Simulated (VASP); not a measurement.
VASP 6.6.1 run: NaF

INCAR

```
PREC = Accurate
NSW = 0
ENCUT = 520
LREAL = .FALSE.
NELM = 51
EDIFF = 1E-7
LWAVE = .FALSE.
SIGMA = 0.02
TIME = 0.4
ISIF = 2
IBRION = -1
NBANDS = 14
ISMEAR = -1
LASPH = .TRUE.
LCHARG = .FALSE.
GGA = PE
ALGO = Damped
```

KPOINTS

```
KPOINTS created by Atomic Simulation Environment
0
Monkhorst-Pack
8 8 8
0 0 0
```

POSCAR

```
Na F
 1.0000000000000000
     2.8700000000000001    0.0555000000000000   -0.0342000000000000
     0.0555000000000000    2.8216999999999999   -0.0329000000000000
    -0.0342000000000000   -0.0329000000000000    2.8060999999999998
 Na  F
   1   1
Cartesian
  2.8547300200000003  2.8382126899999998  2.7167741500000000
  1.4860130500000002  1.3301319199999999  1.3700796700000000
```

The recommended PBE PAW datasets give the neutral cell 14 valence electrons.

Command

```
mpirun -np 1 vasp_std
```

OSZICAR

```
N       E                     dE             d eps       ncg     rms           ort
DAV:   1     0.178491862714E+03    0.17849E+03   -0.75659E+03  3584   0.147E+03
DAV:   2     0.175191635322E+02   -0.16097E+03   -0.14812E+03  3584   0.382E+02
DAV:   3    -0.571547080112E+01   -0.23235E+02   -0.22769E+02  3584   0.148E+02
DAV:   4    -0.866707651946E+01   -0.29516E+01   -0.29362E+01  3584   0.559E+01
DAV:   5    -0.913064412998E+01   -0.46357E+00   -0.46292E+00  3584   0.191E+01
SDA:   6    -0.680918650516E+01    0.23215E+01   -0.21575E+01  3584   0.539E+01   0.000E+00
DMP:   7    -0.805226702801E+01   -0.12431E+01   -0.25653E+00  3584   0.353E+00   0.755E+00
DMP:   8    -0.806661339478E+01   -0.14346E-01   -0.18074E+00  3584   0.678E+00  -0.593E+00
DMP:   9    -0.818743639730E+01   -0.12082E+00   -0.97294E-01  3584   0.185E+00   0.151E+00
DMP:  10    -0.822515538624E+01   -0.37719E-01   -0.59587E-02  3584   0.358E-01  -0.547E-01
...
DMP:  16    -0.823425259355E+01   -0.14344E-04   -0.74629E-04  3584   0.256E-03  -0.182E-03
DMP:  17    -0.823430167984E+01   -0.49086E-04   -0.38998E-04  3584   0.749E-04   0.591E-04
DMP:  18    -0.823431858278E+01   -0.16903E-04   -0.26733E-05  3584   0.113E-04  -0.121E-04
DMP:  19    -0.823431825408E+01    0.32870E-06   -0.53770E-05  3584   0.164E-04  -0.775E-05
DMP:  20    -0.823432198596E+01   -0.37319E-05   -0.24943E-05  3584   0.418E-05   0.539E-05
DMP:  21    -0.823432319383E+01   -0.12079E-05   -0.27131E-06  3584   0.773E-06  -0.249E-06
DMP:  22    -0.823432330230E+01   -0.10847E-06   -0.30242E-06  3584   0.845E-06  -0.232E-06
DMP:  23    -0.823432350928E+01   -0.20697E-06   -0.10381E-06  3584   0.176E-06   0.220E-06
DMP:  24    -0.823432355432E+01   -0.45043E-07   -0.11845E-07  3584   0.496E-07  -0.524E-07
   1 F= -.82343236E+01 E0= -.82343236E+01  d E =-.140540E-10
```

From OUTCAR

```
k-points           NKPTS =    256   k-points in BZ     NKDIM =    256   number of bands    NBANDS=     14

   NELECT =      14.0000    total number of electrons

   dimension x,y,z NGX =    24 NGY =   24 NGZ =   24
   dimension x,y,z NGXF=    48 NGYF=   48 NGZF=   48

  energy-cutoff  :      520.00
  volume of cell :       22.71
      direct lattice vectors                 reciprocal lattice vectors
     2.870000000  0.055500000 -0.034200000     0.348613393 -0.006808266  0.004168984
     0.055500000  2.821700000 -0.032900000    -0.006808266  0.354577702  0.004074254
    -0.034200000 -0.032900000  2.806100000     0.004168984  0.004074254  0.356465066

 k-points in reciprocal lattice and weights: KPOINTS created by Atomic Simulation Env
   0.06250000  0.06250000  0.06250000       0.004
   0.18750000  0.06250000  0.06250000       0.004
   0.31250000  0.06250000  0.06250000       0.004
   0.43750000  0.06250000  0.06250000       0.004
  -0.43750000  0.06250000  0.06250000       0.004
  -0.31250000  0.06250000  0.06250000       0.004
  -0.18750000  0.06250000  0.06250000       0.004
  -0.06250000  0.06250000  0.06250000       0.004
   ...

 E-fermi :  -0.4730

 k-point     1 :       0.0625    0.0625    0.0625
  band No.  band energies     occupation
      1     -21.0962      2.00000
      2     -20.9602      2.00000
      3     -20.9537      2.00000
      4     -20.4585      2.00000
      5      -1.3797      2.00000
      6      -1.2742      2.00000
      7      -1.1590      2.00000
      8       5.3969      0.00000
      9      14.6488      0.00000
     10      14.9391      0.00000
     11      21.7764      0.00000
     12      22.9304      0.00000
     13      23.1612      0.00000
     14      27.6972      0.00000

 k-point     2 :       0.1875    0.0625    0.0625
  band No.  band energies     occupation
      1     -21.2655      2.00000
      2     -20.9593      2.00000
      3     -20.9497      2.00000
      4     -20.2640      2.00000
      5      -2.0142      2.00000
      6      -1.2280      2.00000
      7      -1.1340      2.00000
      8       6.2797      0.00000
      9      14.0533      0.00000
     10      15.4468      0.00000
     11      21.6482      0.00000
     12      22.9815      0.00000
     13      24.1268      0.00000
     14      25.1465      0.00000

 k-point     3 :       0.3125    0.0625    0.0625
  band No.  band energies     occupation
      1     -21.4473      2.00000
      2     -20.9473      2.00000
      3     -20.9403      2.00000
      4     -20.0573      2.00000
      5      -2.7779      2.00000
      6      -1.1710      2.00000
      7      -1.0894      2.00000
      8       7.6704      0.00000
      9      12.7928      0.00000
     10      16.4298      0.00000
     11      21.6483      0.00000
     12      22.3525      0.00000
     13      23.5627      0.00000
     14      25.7709      0.00000

 k-point     4 :       0.4375    0.0625    0.0625
  band No.  band energies     occupation
      1     -21.5554      2.00000
      2     -20.9397      2.00000
      3     -20.9325      2.00000
      4     -19.9291      2.00000
      5      -3.2566      2.00000
      6      -1.1335      2.00000
      7      -1.0565      2.00000
      8       9.2835      0.00000
      9      11.1724      0.00000
     10      17.7329      0.00000
     11      20.1946      0.00000
     12      22.0917      0.00000
     13      23.4072      0.00000
     14      25.1083      0.00000

 ...

  Total        0.0157803      0.3946119      0.5310908     -0.0677777     -0.0277371      0.0120992
  in kB        1.1133074     27.8400626     37.4687178     -4.7817495     -1.9568694      0.8536021
  external PRESSURE =      22.1406959 kB  Pullay stress =       0.0000000 kB

 POSITION                                       TOTAL-FORCE (eV/Angst)
 -----------------------------------------------------------------------------------
      2.85473      2.83821      2.71677         0.131761     -0.132570      0.031283
      1.48601      1.33013      1.37008        -0.131761      0.132570     -0.031283
 -----------------------------------------------------------------------------------
    total drift:                               -0.000213     -0.000286     -0.000116

  FREE ENERGIE OF THE ION-ELECTRON SYSTEM (eV)
  ---------------------------------------------------
  free  energy   TOTEN  =        -8.2343235543 eV

  energy  without entropy=       -8.2343235543  energy(sigma->0) =       -8.23432355
```

It converged. Results: gap between bands v and c on the k mesh 6.27 eV; least direct gap on the k mesh 6.56 eV; pressure 2.2 GPa; largest force 0.19 eV/Å. Band v is the last that the valence electrons fill when counted band by band, and c is the next.

The shifted mesh misses Γ, so a band edge there is missed.

For comparison, a separate PBE run of the intended cell, on usual settings and not on those above, gives a gap of 5.81 eV on its mesh and a pressure of 2.2 GPa.

The run above took about 46 s on one core of a shared host (Intel Xeon Platinum 8488C) and held 0.25 GiB at most.
